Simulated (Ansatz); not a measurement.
Born–Oppenheimer molecular dynamics of a periodic cell of 36 atoms, Be (start crystal Be, start structure hcp, volume 1.05 times the crystal's). It goes on from the last frame of an earlier run, with new velocities.

Method: DFT PBE-D3(BJ), scalar-relativistic, plane waves, PAW (Ansatz). Settings: accuracy low, cutoff 420 eV, k mesh 2x2x2, fermi-dirac smearing 0.24 eV, no spin polarisation.

```json
{
 "ensemble": "NVT, Langevin thermostat",
 "time step": "1 fs",
 "steps asked": "110",
 "set temperature": "1680 K",
 "friction": "0.05 /fs",
 "seed": "38316"
}
```

First frame:

```xyz
36
Lattice="6.9826 0.0000 0.0000 -3.4913 6.0471 0.0000 0.0000 0.0000 7.2945" Properties=species:S:1:pos:R:3
Be 0.152 -0.121 0.094
Be 0.133 1.081 1.818
Be 0.129 0.145 3.956
Be -0.374 1.384 5.628
Be -0.402 2.333 0.222
Be -0.869 3.472 2.832
Be -1.281 1.742 3.541
Be -1.025 3.414 5.083
Be -2.300 3.734 -0.214
Be -2.185 5.072 2.020
Be -2.563 4.098 3.878
Be -3.200 5.042 5.535
Be 3.295 0.216 0.394
Be 2.464 0.735 2.161
Be 2.741 0.134 3.982
Be 2.013 0.526 5.848
Be 1.375 1.469 0.311
Be 1.131 2.995 1.864
Be 0.565 2.339 4.220
Be 1.074 3.334 6.270
Be -0.550 4.271 -0.109
Be -0.335 4.984 1.802
Be 0.752 4.299 4.094
Be -0.063 5.382 5.777
Be 5.344 0.114 -0.744
Be 4.826 1.798 1.275
Be 4.370 0.359 2.810
Be 4.125 1.386 5.487
Be 3.183 2.284 -0.202
Be 3.418 3.464 1.562
Be 3.666 1.978 3.480
Be 2.762 3.038 5.038
Be 2.511 4.482 -0.243
Be 2.240 5.683 1.387
Be 2.727 4.464 2.973
Be 2.046 5.622 4.646
```

(1) What does the run give?

(2) What happens to the structure?

(3) How do temperature and energy run in time?

Results:

(1) All steps were run.

```yaml
steps_done: 110
time_covered: 110 fs
mean_temperature_over_the_second_half: 1836 K
spread_of_the_potential_energy_over_the_second_half: 21.6 meV per atom
mean_potential_energy_of_the_second_half_above_the_start: -75.4 meV per atom
```

A run of 0.11 ps of so small a system gives no equilibrium averages. Limits of this set-up: coarse k mesh, low accuracy level.

(2) Mean squared displacements from the first frame to the last, about the centre of mass: Be 0.39 Å². Another seed would give other details.

(3) 
| time (fs) | T (K) | potential energy less start (eV) |
| --- | --- | --- |
| 0.0 | 1633 | 0.000 |
| 5.0 | 1684 | 0.015 |
| 10.0 | 1810 | -1.044 |
| 15.0 | 1762 | -1.902 |
| 20.0 | 1592 | -2.124 |
| 25.0 | 1808 | -1.969 |
| 30.0 | 1710 | -1.839 |
| 35.0 | 1578 | -1.380 |
| 40.0 | 1275 | -1.163 |
| 45.0 | 1424 | -1.678 |
| 50.0 | 1751 | -3.269 |
| 55.0 | 1838 | -3.342 |
| 60.0 | 1838 | -2.641 |
| 65.0 | 1455 | -1.850 |
| 70.0 | 1497 | -1.747 |
| 75.0 | 1766 | -1.941 |
| 80.0 | 1383 | -1.683 |
| 85.0 | 2063 | -2.389 |
| 90.0 | 2202 | -3.444 |
| 95.0 | 2067 | -3.807 |
| 100.0 | 1713 | -3.501 |
| 105.0 | 2205 | -3.366 |
| 110.0 | 2024 | -3.460 |

The run took 15 min on 1 CPU thread of a shared host.
